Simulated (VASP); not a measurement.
# HfO2 (P4_2/mnm) in VASP: reference runs

How does HfO2 come out in PBE? The cell is run as given and disturbed.

Everything below comes from runs of VASP 6.6.1. Logs are shortened: lines on timing, memory, paths and dates and some standing lists are left out, and cuts for length are marked.

### 1 Starting point

The structure is tetragonal, space group P4_2/mnm (No. 136). The conventional cell has a = 4.814 Å, b = 4.814 Å, c = 3.205 Å, α = 90.00°, β = 90.00°, γ = 90.00°. Around Hf (site symmetry mmm) lie 6 O at 2.08 Å. O (site symmetry m2m) has 3 Hf at 2.08 Å as nearest neighbours.

Measurements of this composition are mostly on another form, of space group No. 14.

### 2 Single point, PBE

INCAR

```
ALGO     = Normal         # electronic algorithm
EDIFF    = 1E-7           # SCF threshold, eV
ENCUT    = 520            # plane-wave cutoff, eV
GGA      = PE             # functional
ISIF     = 2              # what is computed and relaxed
ISMEAR   = -1             # smearing method
LASPH    = True           # aspherical terms in the spheres
LCHARG   = False          # write CHGCAR
LREAL    = False          # projectors in reciprocal space
LWAVE    = False          # write WAVECAR
NBANDS   = 31             # bands
NELM     = 80             # most SCF steps
PREC     = Accurate       # precision mode
SIGMA    = 0.05           # smearing width, eV
```

KPOINTS

```
k-points
0
Gamma
  6 6 8
```

POSCAR

```
HfO2
1.0
    4.8135329900      0.0000000000      0.0000000000
    0.0000000000      4.8135329900      0.0000000000
    0.0000000000      0.0000000000      3.2054154100
Hf O
2 4
Direct
    0.5000000000      0.5000000000      0.5000000000
    0.0000000000      0.0000000000      0.0000000000
    0.8050448800      0.1949551200      0.5000000000
    0.6949551200      0.6949551200      0.0000000000
    0.3050448800      0.3050448800      0.0000000000
    0.1949551200      0.8050448800      0.5000000000
```

Potentials or basis: VASP PAW PBE potentials, release 64 (Hf_pv, O).

Launch:

```sh
$ cat potpaw_PBE.64/Hf_pv/POTCAR potpaw_PBE.64/O/POTCAR > POTCAR
$ mpirun -np 1 vasp_std > vasp.out
```

OUTCAR:

```text
EDIFF = 1E-7
   ENCUT = 520
   GGA = PE
   ISIF = 2
   ISMEAR = -1
   LASPH = True
   LREAL = False
   NELM = 80
   PREC = Accurate

 ion  position               nearest neighbor table
   1  0.500  0.500  0.500-   3 2.08   6 2.08   5 2.08   4 2.08   4 2.08   5 2.08   2 3.76   2 3.76
                             2 3.76   2 3.76   2 3.76   2 3.76   2 3.76   2 3.76
   2  0.000  0.000  0.000-   4 2.08   5 2.08   3 2.08   6 2.08   3 2.08   6 2.08   1 3.76   1 3.76
                             1 3.76   1 3.76   1 3.76   1 3.76   1 3.76   1 3.76
   3  0.805  0.195  0.500-   1 2.08   2 2.08   2 2.08
   4  0.695  0.695  0.000-   2 2.08   1 2.08   1 2.08
   5  0.305  0.305  0.000-   2 2.08   1 2.08   1 2.08
   6  0.195  0.805  0.500-   1 2.08   2 2.08   2 2.08

  LATTYP: Found a simple tetragonal cell.
 ALAT       =     4.8135329900
 C/A-ratio  =     0.6659174076

  Lattice vectors:

 A1 = (   4.8135329900,   0.0000000000,   0.0000000000)
 A2 = (   0.0000000000,   4.8135329900,   0.0000000000)
 A3 = (   0.0000000000,   0.0000000000,   3.2054154100)

Analysis of symmetry for initial positions (statically):
=====================================================================
 Subroutine PRICEL returns:
 Original cell was already a primitive cell.

 Routine SETGRP: Setting up the symmetry group for a
 simple tetragonal supercell.

 Subroutine GETGRP returns: Found 16 space group operations
 (whereof  8 operations were pure point group operations)
 out of a pool of 16 trial point group operations.

The static configuration has the point symmetry D_2h.
 The point group associated with its full space group is D_4h.

Analysis of symmetry for dynamics (positions and initial velocities):
=====================================================================
 Subroutine PRICEL returns:
 Original cell was already a primitive cell.

 Routine SETGRP: Setting up the symmetry group for a
 simple tetragonal supercell.

 Subroutine GETGRP returns: Found 16 space group operations
 (whereof  8 operations were pure point group operations)
 out of a pool of 16 trial point group operations.

The dynamic configuration has the point symmetry D_2h.
 The point group associated with its full space group is D_4h.

 Subroutine INISYM returns: Found 16 space group operations
 (whereof  8 operations are pure point group operations),
 and found     1 'primitive' translations

----------------------------------------------------------------------------------------

                                     Primitive cell

  volume of cell :      74.2698

  direct lattice vectors                    reciprocal lattice vectors
     4.813532990  0.000000000  0.000000000     0.207747615  0.000000000  0.000000000
     0.000000000  4.813532990  0.000000000     0.000000000  0.207747615  0.000000000
     0.000000000  0.000000000  3.205415410     0.000000000  0.000000000  0.311972045

  length of vectors
     4.813532990  4.813532990  3.205415410     0.207747615  0.207747615  0.311972045

  position of ions in fractional coordinates (direct lattice)
     0.500000000  0.500000000  0.500000000
     0.000000000  0.000000000  0.000000000
     0.805044880  0.194955120  0.500000000
     0.694955120  0.694955120  0.000000000
     0.305044880  0.305044880  0.000000000
     0.194955120  0.805044880  0.500000000

  ion indices of the primitive-cell ions
   primitive index   ion index
                 1           1
                 2           2
                 3           3
                 4           4
                 5           5
                 6           6

----------------------------------------------------------------------------------------

 KPOINTS: k-points

Automatic generation of k-mesh.
 Grid dimensions read from file:
 generate k-points for:    6    6    8

 Generating k-lattice:

  Cartesian coordinates                     Fractional coordinates (reciprocal lattice)
     0.034624603  0.000000000  0.000000000     0.166666667  0.000000000  0.000000000
     0.000000000  0.034624603  0.000000000     0.000000000  0.166666667  0.000000000
     0.000000000  0.000000000  0.038996506     0.000000000  0.000000000  0.125000000

  Length of vectors
     0.034624603  0.034624603  0.038996506

  Shift w.r.t. Gamma in fractional coordinates (k-lattice)
     0.000000000  0.000000000  0.000000000

 Subroutine IBZKPT returns following result:
 ===========================================

 Found     50 irreducible k-points:

 Following reciprocal coordinates:
            Coordinates               Weight
  0.000000  0.000000  0.000000      1.000000
  0.166667  0.000000  0.000000      4.000000
  0.333333  0.000000  0.000000      4.000000
  0.500000  0.000000  0.000000      2.000000
  0.166667  0.166667  0.000000      4.000000
  0.333333  0.166667  0.000000      8.000000
[... 16 lines left out ...]
  0.333333  0.000000  0.250000      8.000000
  0.500000  0.000000  0.250000      4.000000
 [... further k-points ...]
   k-points           NKPTS =     50   k-points in BZ     NKDIM =     50   number of bands    NBANDS=     31
   number of dos      NEDOS =    301   number of ions     NIONS =      6
   total plane-waves  NPLWV =  31104
   dimension x,y,z NGX =    36 NGY =   36 NGZ =   24
   dimension x,y,z NGXF=    72 NGYF=   72 NGZF=   48
   ions per type =               2   4
   NGX,Y,Z   is equivalent  to a cutoff of  12.43, 12.43, 12.45 a.u.
   NGXF,Y,Z  is equivalent  to a cutoff of  24.87, 24.87, 24.89 a.u.
 SYSTEM =  unknown system
   PREC   = accura    normal or accurate (medium, high low for compatibility)
   ISTART =      0    job   : 0-new  1-cont  2-samecut
   ICHARG =      2    charge: 1-file 2-atom 10-const
   ISPIN  =      1    spin polarized calculation?
   LNONCOLLINEAR =      F non collinear calculations
   LSORBIT =      F    spin-orbit coupling
   LASPH  =      T    aspherical Exc in radial PAW
   ENCUT  =  520.0 eV  38.22 Ry    6.18 a.u.   8.95  8.95  5.96*2*pi/ulx,y,z
   NELM   =     80;   NELMIN=  2; NELMDL= -5     # of ELM steps
   EDIFF  = 0.1E-06   stopping-criterion for ELM
   LREAL  =      F    real-space projection
   EDIFFG = 0.1E-05   stopping-criterion for IOM
   NSW    =      0    number of steps for IOM
   IBRION =     -1    ionic relax: 0-MD 1-quasi-New 2-CG
   NFREE  =      0    steps in history (QN), initial steepest desc. (CG)
   ISIF   =      2    stress and relaxation
   ISYM   =      2    0-nonsym 1-usesym 2-fastsym
   POTIM  = 0.5000    time-step for ionic-motion
   TEBEG  =    0.0;   TEEND  =   0.0 temperature during run
   PSTRESS=    0.0 pullay stress
   NELECT =      44.0000    total number of electrons
   NUPDOWN=      -1.0000    fix difference up-down
   EMIN   =  10.00;   EMAX   =-10.00  energy-range for DOS
   EFERMI =   0.00;   METHOD = LEGACY
   ISMEAR =    -1;   SIGMA  =   0.05  broadening in eV -4-tet -1-fermi 0-gaus
   EFERMI_NEDOS =   21; number of points for ismear=-14 and -15
   IALGO  =     38    algorithm
   IMIX   =      4    mixing-type and parameters
     AMIX     =   0.40;   BMIX     =  1.00
     AMIX_MAG =   1.60;   BMIX_MAG =  1.00
  volume/ion in A,a.u.               =      12.38        83.53
  Fermi-wavevector in a.u.,A,eV,Ry     =   1.374954  2.598287 25.721811  1.890500
  Thomas-Fermi vector in A             =   2.500334
   LORBIT       =      0    0 simple, 1 ext, 2 COOP (PROOUT), +10 PAW based schemes
   GGA     = PE    functional components
[... 5 lines left out ...]
 non-spin polarized calculation
  energy-cutoff  :      520.00
  volume of cell :       74.27
 maximum number of plane-waves:      2032
 NGX is ok and might be reduce to    36
   NGX = 17   NGY = 17   NGZ = 11

 number of electron      43.9999972 magnetization

 Free energy of the ion-electron system (eV)
  ---------------------------------------------------
  ext. energy  EPLUGINS =         0.00000000
  ---------------------------------------------------
  free energy    TOTEN  =       -60.85909759 eV

  energy without entropy =      -60.85909759  energy(sigma->0) =      -60.85909759

 E-fermi :   3.4111     XC(G=0): -10.9835

 val. band max:        2.4023214235   @ k =   0.0000   0.0000   0.0000
 cond. band min:       6.3839261619   @ k =   0.0000   0.0000   0.0000
 fundamental gap:      3.9816047383
 Fermi energy:         3.4111006467

 k-point     1 :       0.0000    0.0000    0.0000
  band No.  band energies     occupation
      1     -27.0353      2.00000
      2     -27.0353      2.00000
      3     -26.7362      2.00000
      4     -26.7362      2.00000
      5     -26.6159      2.00000
      6     -26.5549      2.00000
[... 23 lines left out ...]
     30      10.8248      0.00000
     31      12.8907      0.00000

 k-point     2 :       0.1667    0.0000    0.0000
  band No.  band energies     occupation
      1     -27.0196      2.00000
      2     -27.0180      2.00000
      3     -26.7566      2.00000
      4     -26.7547      2.00000
      5     -26.6118      2.00000
      6     -26.5590      2.00000
[... 23 lines left out ...]
     30      11.0182      0.00000
     31      12.8000      0.00000

 k-point     3 :       0.3333    0.0000    0.0000
  band No.  band energies     occupation
      1     -26.9776      2.00000
      2     -26.9730      2.00000
      3     -26.8075      2.00000
      4     -26.8026      2.00000
      5     -26.6006      2.00000
      6     -26.5701      2.00000
[... 23 lines left out ...]
     30      11.4529      0.00000
     31      12.4670      0.00000

 k-point     4 :       0.5000    0.0000    0.0000
  band No.  band energies     occupation
      1     -26.9390      2.00000
      2     -26.9390      2.00000
      3     -26.8443      2.00000
      4     -26.8443      2.00000
      5     -26.5854      2.00000
      6     -26.5854      2.00000
[... 635 lines left out ...]
     30      11.9283      0.00000
     31      12.4425      0.00000

 k-point    23 :       0.3333    0.0000    0.2500
  band No.  band energies     occupation
      1     -26.9829      2.00000
      2     -26.9518      2.00000
      3     -26.8847      2.00000
      4     -26.8545      2.00000
      5     -26.7616      2.00000
      6     -26.7440      2.00000
[... 23 lines left out ...]
     30      11.5649      0.00000
     31      12.3352      0.00000

 k-point    24 :       0.5000    0.0000    0.2500
  band No.  band energies     occupation
      1     -26.9746      2.00000
      2     -26.9746      2.00000
      3     -26.8554      2.00000
      4     -26.8554      2.00000
      5     -26.7607      2.00000
      6     -26.7607      2.00000
[... 23 lines left out ...]
     30      10.7770      0.00000
     31      12.8520      0.00000

 [... further k-points ...]

------------------------ aborting loop because EDIFF is reached ----------------------------------------

  FORCE on cell =-STRESS in cart. coord.  units (eV):
  Direction    XX          YY          ZZ          XY          YZ          ZX
  --------------------------------------------------------------------------------------
  -------------------------------------------------------------------------------------
  Total        2.5280857      2.5280857      2.7332292      0.0000000      0.0000000      0.0000000
  in kB       54.5368621     54.5368621     58.9622997      0.0000000      0.0000000      0.0000000
  external PRESSURE =      56.0120080 kB  Pullay stress =       0.0000000 kB

 VOLUME and BASIS-vectors are now :
 -----------------------------------------------------------------------------
  energy-cutoff  :      520.00
  volume of cell :       74.27
      direct lattice vectors                 reciprocal lattice vectors
     4.813532990  0.000000000  0.000000000     0.207747615  0.000000000  0.000000000
     0.000000000  4.813532990  0.000000000     0.000000000  0.207747615  0.000000000
     0.000000000  0.000000000  3.205415410     0.000000000  0.000000000  0.311972045

 POSITION                                       TOTAL-FORCE (eV/Angst)
 -----------------------------------------------------------------------------------
      2.40677      2.40677      1.60271        -0.000000     -0.000000      0.000000
      0.00000      0.00000      0.00000        -0.000000     -0.000000      0.000000
      3.87511      0.93842      1.60271        -0.020849      0.020849      0.000000
      3.34519      3.34519      0.00000         0.020849      0.020849      0.000000
      1.46834      1.46834      0.00000        -0.020849     -0.020849     -0.000000
      0.93842      3.87511      1.60271         0.020849     -0.020849     -0.000000
 -----------------------------------------------------------------------------------
    total drift:                                0.000000     -0.000000     -0.000000

  FREE ENERGIE OF THE ION-ELECTRON SYSTEM (eV)
  ---------------------------------------------------
  free  energy   TOTEN  =       -60.8590975874 eV

  energy  without entropy=      -60.8590975874  energy(sigma->0) =      -60.85909759
```

It took 63 s on 1 thread of Intel Xeon Platinum 8488C (Sapphire Rapids), shared host; peak memory 0.23 GiB.

What came out:

* Free energy: -60.8591 eV
* Pressure: 5.6 GPa
* Largest force: 0.029 eV/Å
* Band gap on the k mesh: 3.98 eV, direct

Forces on the atoms (eV/Å):
```
Hf   0.000  0.000  0.000
Hf   0.000  0.000  0.000
O   -0.021  0.021  0.000
O    0.021  0.021  0.000
O   -0.021 -0.021  0.000
O    0.021 -0.021  0.000
```

Caveat: spin-orbit coupling is left out, which moves the levels of the heavy elements. A k mesh can miss the band edges.

### 3 Single point, PBE (atoms moved at random, drawn with an rms of 0.05 Å)

INCAR

```
PREC = Accurate
ENCUT = 520
EDIFF = 1E-7
ISMEAR = -1
SIGMA = 0.05
LREAL = F
LASPH = T
NELM = 100
ALGO = Normal
ISIF = 2
LWAVE = F
LCHARG = F
GGA = PE
NBANDS = 31
```

KPOINTS

```
regular mesh
0
Gamma
  6 6 8
```

POSCAR

```
HfO2
1.0
    4.8135329900      0.0000000000      0.0000000000
    0.0000000000      4.8135329900      0.0000000000
    0.0000000000      0.0000000000      3.2054154100
Hf O
2 4
Direct
    0.4906510000      0.4980700000      0.5088580000
    0.0039400000     -0.0027850000     -0.0133570000
    0.8049350000      0.1994210000      0.5099410000
    0.6874980000      0.6908240000      0.0016910000
    0.3128420000      0.3038690000      0.0082500000
    0.1922350000      0.8002910000      0.5121480000
```

Potentials or basis: VASP PAW PBE potentials, release 64 (Hf_pv, O).

Launch:

```sh
$ cat potpaw_PBE.64/Hf_pv/POTCAR potpaw_PBE.64/O/POTCAR > POTCAR
$ mpirun -np 1 vasp_std > vasp.out
```

Run time: 5.2 min. Hardware: 1 thread of Intel Xeon Platinum 8488C (Sapphire Rapids), shared host; peak memory 0.38 GiB.

It converged, with:

- Free energy: -60.7536 eV
- Pressure: 6.6 GPa
- Largest force: 1.249 eV/Å
- Band gap on the k mesh: 3.98 eV, direct

Forces in eV/Å, atoms in the order of the input:
```
Hf   1.102  0.027 -0.136
Hf  -1.015  0.262  0.678
O    0.429 -0.408 -0.211
O    0.595  0.692  0.243
O   -0.918 -0.804 -0.055
O   -0.192  0.230 -0.519
```

Stress tensor (GPa, compression positive):
```
 5.89 -1.11 -0.16
-1.11  6.12  0.96
-0.16  0.96  7.88
```

Levels at points of the mesh, in eV from the valence-band top:
| k point | band 19 | band 20 | band 21 | band 22 | band 23 | band 24 | band 25 | band 26 |
| --- | --- | --- | --- | --- | --- | --- | --- | --- |
| (0.00, 0.00, 0.00) | -0.76 | -0.58 | -0.53 | 0.00 | 3.98 | 4.26 | 5.24 | 5.53 |
| (0.50, 0.00, 0.00) | -1.57 | -1.34 | -0.97 | -0.52 | 4.55 | 4.80 | 6.07 | 6.31 |
| (0.00, 0.50, 0.00) | -1.53 | -1.37 | -0.73 | -0.65 | 4.56 | 4.80 | 6.07 | 6.31 |
| (0.50, 0.50, 0.00) | -1.23 | -1.09 | -0.87 | -0.81 | 4.14 | 4.42 | 5.58 | 5.73 |
| (0.00, 0.00, 0.50) | -2.04 | -1.95 | -1.02 | -0.96 | 5.37 | 5.69 | 5.88 | 6.04 |
| (0.50, 0.00, 0.50) | -1.74 | -1.66 | -0.98 | -0.94 | 4.11 | 4.18 | 6.29 | 6.33 |
| (0.00, 0.50, 0.50) | -1.80 | -1.75 | -0.92 | -0.90 | 4.17 | 4.22 | 6.27 | 6.33 |
| (0.50, 0.50, 0.50) | -1.26 | -1.09 | -0.51 | -0.50 | 4.95 | 5.26 | 5.66 | 6.07 |

Caveat: spin-orbit coupling is left out, which moves the levels of the heavy elements.
